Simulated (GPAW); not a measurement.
# Ta (Im-3m) in GPAW: single point with PBE

Aim: the single point of Ta with PBE.

All numbers are computed with GPAW 26.7.0; they aren't measurements. Logs are shortened: lines on timing, memory, paths and dates and some standing lists are left out, and cuts for length are marked. The log counts tension as positive stress, the text compression.

## 1. The crystal as given

The structure is cubic, space group Im-3m (No. 229). The conventional cell has a = 3.303 Å, b = 3.303 Å, c = 3.303 Å, α = 90.00°, β = 90.00°, γ = 90.00°. Ta (site symmetry m-3m) is surrounded by 8 Ta at 2.86 Å.

## 2. Single point, PBE

File run.py:

```python
from ase import Atoms
from ase.dft.bandgap import bandgap
from ase.io import write
from ase.units import GPa
from gpaw import GPAW, PW

atoms = Atoms(['Ta'],
              cell=[[-1.65128, 1.65128, 1.65128],
                    [1.65128, -1.65128, 1.65128],
                    [1.65128, 1.65128, -1.65128]],
              scaled_positions=[[0.0, 0.0, 0.0]],
              pbc=True)

calc = GPAW(mode=PW(1200),
            xc='PBE',
            kpts={'size': (11, 11, 11), 'gamma': True},
            occupations={'name': 'fermi-dirac', 'width': 0.05},
            nbands=15,
            convergence={'density': 1e-05, 'energy': 1e-05},
            maxiter=60,
            txt='gpaw.txt')
atoms.calc = calc
energy = atoms.get_potential_energy()
forces = atoms.get_forces()
stress = atoms.get_stress()
calc.write('gs.gpw')
write('result.traj', atoms)
print(f'Energy: {energy:.6f} eV')
print('Forces (eV/A):')
print(forces.round(4))
print('Stress (GPa):', (stress / GPa).round(3))
print('Fermi level:', round(calc.get_fermi_level(), 4), 'eV')
print(f'Gap: {bandgap(calc)[0]:.4f} eV, direct: {bandgap(calc, direct=True)[0]:.4f} eV')
```

Potentials or basis: GPAW PAW data sets (gpaw-data 1.2.1), pw.

Started as:

```console
$ OMP_NUM_THREADS=1 python run.py
```

gpaw.txt:

```text
__  _  _
 | _ |_)|_||  |
 |__||  | ||/\| - 26.7.0

Input parameters:
  mode=PW(ecut=1200.0),
  convergence={'density': 1e-05, 'energy': 1e-05},
  kpts=MonkhorstPack(size=(11, 11, 11), gamma=True),
  maxiter=60,
  nbands=15,
  occupations=Occupations(name='fermi-dirac', width=0.05),
  xc=XC(name='PBE')

Diagonalizing LCAO Hamiltonian
Converting LCAO to pw mode

       Ta

Atoms  # Å, Bohr magnetons
|   | symbol |        x |        y |        z |    initial magnetic moments |
|---|--------|----------|----------|----------|-----------------------------|
| 0 |     Ta | 0.000000 | 0.000000 | 0.000000 | ( 0.0000,  0.0000,  0.0000) |

Unit cell  # Å
| periodic |         x |         y |         z |  lengths |     angles |
|----------|-----------|-----------|-----------|----------|------------|
|      yes | -1.651280 |  1.651280 |  1.651280 | 2.860101 | 109.471221 |
|      yes |  1.651280 | -1.651280 |  1.651280 | 2.860101 | 109.471221 |
|      yes |  1.651280 |  1.651280 | -1.651280 | 2.860101 | 109.471221 |

Number of symmetries: 48
Symmetry operations  # r_c * U_cc + t_c -> r_c
|    | kind |            matrix            |
|----|------|------------------------------|
|  0 |  σ   |  1, 1, 1,  0, 0,-1,  0,-1, 0 |
|  1 |  C4  |  1, 1, 1,  0, 0,-1, -1, 0, 0 |
|  2 |  C2  |  1, 1, 1,  0,-1, 0,  0, 0,-1 |
|  3 |  S6  |  1, 1, 1,  0,-1, 0, -1, 0, 0 |
|  4 |  S6  |  1, 1, 1, -1, 0, 0,  0, 0,-1 |
|  5 |  C4  |  1, 1, 1, -1, 0, 0,  0,-1, 0 |
|  6 |  E   |  1, 0, 0,  0, 1, 0,  0, 0, 1 |
|  7 |  σ   |  1, 0, 0,  0, 1, 0, -1,-1,-1 |
|  8 |  σ   |  1, 0, 0,  0, 0, 1,  0, 1, 0 |
|  9 |  C3  |  1, 0, 0,  0, 0, 1, -1,-1,-1 |
| 10 |  C3  |  1, 0, 0, -1,-1,-1,  0, 1, 0 |
| 11 |  σ   |  1, 0, 0, -1,-1,-1,  0, 0, 1 |
| 12 |  σ   |  0, 1, 0,  1, 0, 0,  0, 0, 1 |
| 13 |  C2  |  0, 1, 0,  1, 0, 0, -1,-1,-1 |
| 14 |  C3  |  0, 1, 0,  0, 0, 1,  1, 0, 0 |
| 15 |  S4  |  0, 1, 0,  0, 0, 1, -1,-1,-1 |
| 16 |  S4  |  0, 1, 0, -1,-1,-1,  1, 0, 0 |
| 17 |  C3  |  0, 1, 0, -1,-1,-1,  0, 0, 1 |
| 18 |  C3  |  0, 0, 1,  1, 0, 0,  0, 1, 0 |
| 19 |  S4  |  0, 0, 1,  1, 0, 0, -1,-1,-1 |
| 20 |  σ   |  0, 0, 1,  0, 1, 0,  1, 0, 0 |
| 21 |  C3  |  0, 0, 1,  0, 1, 0, -1,-1,-1 |
| 22 |  C2  |  0, 0, 1, -1,-1,-1,  1, 0, 0 |
| 23 |  S4  |  0, 0, 1, -1,-1,-1,  0, 1, 0 |
| 24 |  C4  |  0, 0,-1,  1, 1, 1,  0,-1, 0 |
| 25 |  σ   |  0, 0,-1,  1, 1, 1, -1, 0, 0 |
| 26 |  S6  |  0, 0,-1,  0,-1, 0,  1, 1, 1 |
| 27 |  C2  |  0, 0,-1,  0,-1, 0, -1, 0, 0 |
| 28 |  C4  |  0, 0,-1, -1, 0, 0,  1, 1, 1 |
| 29 |  S6  |  0, 0,-1, -1, 0, 0,  0,-1, 0 |
| 30 |  S6  |  0,-1, 0,  1, 1, 1,  0, 0,-1 |
| 31 |  C4  |  0,-1, 0,  1, 1, 1, -1, 0, 0 |
| 32 |  C4  |  0,-1, 0,  0, 0,-1,  1, 1, 1 |
| 33 |  S6  |  0,-1, 0,  0, 0,-1, -1, 0, 0 |
| 34 |  σ   |  0,-1, 0, -1, 0, 0,  1, 1, 1 |
| 35 |  C2  |  0,-1, 0, -1, 0, 0,  0, 0,-1 |
| 36 |  C2  | -1, 0, 0,  1, 1, 1,  0, 0,-1 |
| 37 |  S6  | -1, 0, 0,  1, 1, 1,  0,-1, 0 |
| 38 |  S6  | -1, 0, 0,  0, 0,-1,  1, 1, 1 |
| 39 |  C2  | -1, 0, 0,  0, 0,-1,  0,-1, 0 |
| 40 |  C2  | -1, 0, 0,  0,-1, 0,  1, 1, 1 |
| 41 |  i   | -1, 0, 0,  0,-1, 0,  0, 0,-1 |
| 42 |  S4  | -1,-1,-1,  1, 0, 0,  0, 1, 0 |
| 43 |  C3  | -1,-1,-1,  1, 0, 0,  0, 0, 1 |
| 44 |  C3  | -1,-1,-1,  0, 1, 0,  1, 0, 0 |
| 45 |  σ   | -1,-1,-1,  0, 1, 0,  0, 0, 1 |
| 46 |  S4  | -1,-1,-1,  0, 0, 1,  1, 0, 0 |
| 47 |  C2  | -1,-1,-1,  0, 0, 1,  0, 1, 0 |

BZ-sampling:
  Number of BZ points: 1331
  Number of IBZ points: 56

  Monkhorst-Pack size: [11, 11, 11]
  Monkhorst-Pack shift: [0, 0, 0]

K-points  # in reciprocal-cell coordinates
|     |                                coordinates |     weight |
|-----|--------------------------------------------|------------|
|   0 | (  0.00000000,   0.00000000,   0.00000000) | 0.00075131 |
|   1 | (  0.09090909,   0.00000000,   0.00000000) | 0.00901578 |
|   2 | (  0.09090909,   0.09090909,  -0.09090909) | 0.00450789 |
|   3 | (  0.18181818,   0.00000000,  -0.09090909) | 0.01803156 |
|   4 | (  0.18181818,   0.00000000,   0.00000000) | 0.00901578 |
|   5 | (  0.18181818,   0.09090909,  -0.09090909) | 0.01803156 |
|   6 | (  0.18181818,   0.18181818,  -0.18181818) | 0.00450789 |
|   7 | (  0.27272727,  -0.09090909,  -0.09090909) | 0.00601052 |
|   8 | (  0.27272727,   0.00000000,  -0.09090909) | 0.03606311 |
|   9 | (  0.27272727,   0.00000000,   0.00000000) | 0.00901578 |
| ... |                                            |            |
|  55 | (  0.45454545,   0.45454545,   0.45454545) | 0.00601052 |

Plane wave coefficients: 1722
Cutoff: 1200.0 eV

Spin-components: 1 (collinear spins)
Bands:           15
Projectors:      6
Spin-degeneracy: 2
Datatype:        complex128

Parallelization:
  kpt:    1
  domain: 1
  band:   1

Density:
  Valence electrons: 13.0
  Components: 1
  Grid points: [24 24 24]
  Charge: 0.0  # |e|

Potential:
  Grid points: [24 24 24]

species:
  Ta:
    name:    Tantalum
    Z:       73.0
    valence: 13
    core:    60
    charge:  0.0  # [|e|]
    compensation charges:
      type: gauss
      rc: 0.42  # [Å]
      lmax: 2
    cutoffs:
      filter: 2.36  # [Å]
      core: 3.45  # [Å]
    projectors
    | kind |    occ | energy [eV] | rcut [Å] |
    |------|--------|-------------|----------|
    |   5s |  2.000 |     -72.790 |    1.365 |
    |   6s |  2.000 |      -5.429 |    1.365 |
    |   5p |  6.000 |     -39.427 |    1.349 |
    |   6p |  0.000 |      -1.396 |    1.349 |
    |   5d |  3.000 |      -3.603 |    1.307 |
    |    d |        |      23.609 |    1.307 |

    Using partial waves for Ta as LCAO basis

Reference energy: -424172.441401  # eV

eigensolver:
  PPCG
  Converge bands: occupied
  niter=2

density mixing:
  MSR1-Mixer
  Pratt-step length: 0.05
  Maximum mixing coefficient: 0.75
  Old densities: 10
  SVD Regularization: 0.005
  Good broyden scale: 1.0
  Trust region scale: 1.0
  Backstep threshold: 4.0
  History deletion threshold: 6.0
  Fourier metric: weight=20.0, sigma=0.015

occupation numbers:
  Fermi-Dirac:
    width: 0.0500  # eV

poisson solver:
  ecut: 9600.0  # eV

xc functional:
  name: PBE with 2 nearest neighbor stencil

convergence criteria:
- Maximum integral of absolute [dens]ity change: 1e-05 electrons / valence electron
- Maximum [total energy] change in last 3 cyles: 1e-05 eV / valence electron
- Maximum integral of absolute [eigenst]ate change: 4e-08 eV^2 / valence electron
maximum number of iterations: 60

SCF iterations
|iter     | |      energy | eigst |  dens |
|---------|-|-------------|-------|-------|
|iter:   1| |  -10.012639 | -0.08 |       |
|iter:   2| |   -9.987019 | -3.12 | -1.29 |
|iter:   3| |   -9.864471 | -2.06 | -1.32 |
|iter:   4| |   -9.869409 | -3.45 | -1.99 |
|iter:   5| |   -9.871032 | -4.32 | -2.38 |
|iter:   6| |   -9.871034 | -6.62 | -3.86 |
|iter:   7| |   -9.871034c| -7.50c| -4.25 |
|iter:   8| |   -9.871034c| -9.11c| -5.29c|

Converged in 8 steps
Energy contributions relative to reference atoms: (reference = -424172.441401)

Energy contributions:
  Kinetic:           8.426462
  Coulomb:          -8.837053
  Zero:             -0.251887
  External:          0.000000
  Xc:               -9.204343
  Entropy:          -0.008426
  Spinorbit:         0.000000
  ----------------------------
  Free energy:      -9.875247
  Extrapolated:     -9.871034

dipole moment: (-5.931501, -5.931501, -5.931501)  # |e|*Ang

Fermi level: 11.808
Eigenvalues  # (at kpt = [0.000, 0.000, 0.000])
| band index |      eig [eV] | occ [0-2] |
|------------|---------------|-----------|
|          0 |       -55.140 |     2.000 |
|          1 |       -21.289 |     2.000 |
|          2 |       -21.289 |     2.000 |
|          3 |       -21.289 |     2.000 |
|          4 |         3.948 |     2.000 |
|          5 |        12.555 |     0.000 |
|          6 |        12.555 |     0.000 |
|          7 |        12.555 |     0.000 |
|          8 |        15.796 |     0.000 |
|          9 |        15.796 |     0.000 |
|         10 |        26.664 |     0.000 |
|         11 |        26.664 |     0.000 |
|         12 |        26.664 |     0.000 |
|        ... |               |           |
|         14 |        37.752 |     0.000 |

No gap
No difference between direct/indirect transitions

Forces  # eV/Ang
|       x |       y |       z |
|---------|---------|---------|
| 0.00000 | 0.00000 | 0.00000 |  # Ta   0

Stress tensor  # eV/Ang^3
|         x |         y |         z |
|-----------|-----------|-----------|
| -0.017872 |  0.000000 |  0.000000 |
|  0.000000 | -0.017872 |  0.000000 |
|  0.000000 |  0.000000 | -0.017872 |

# Writing to gs.gpw (mode='')
```

It took 23 s on 1 thread of Arm Neoverse V1, shared host; peak memory 0.18 GiB.

What came out:

```
Free energy            : -9.8752 eV
Pressure               : 2.9 GPa
Band gap on the k mesh : none (metal or under the smearing width)
```

Spin-orbit coupling is left out, which matters for the levels of Ta.
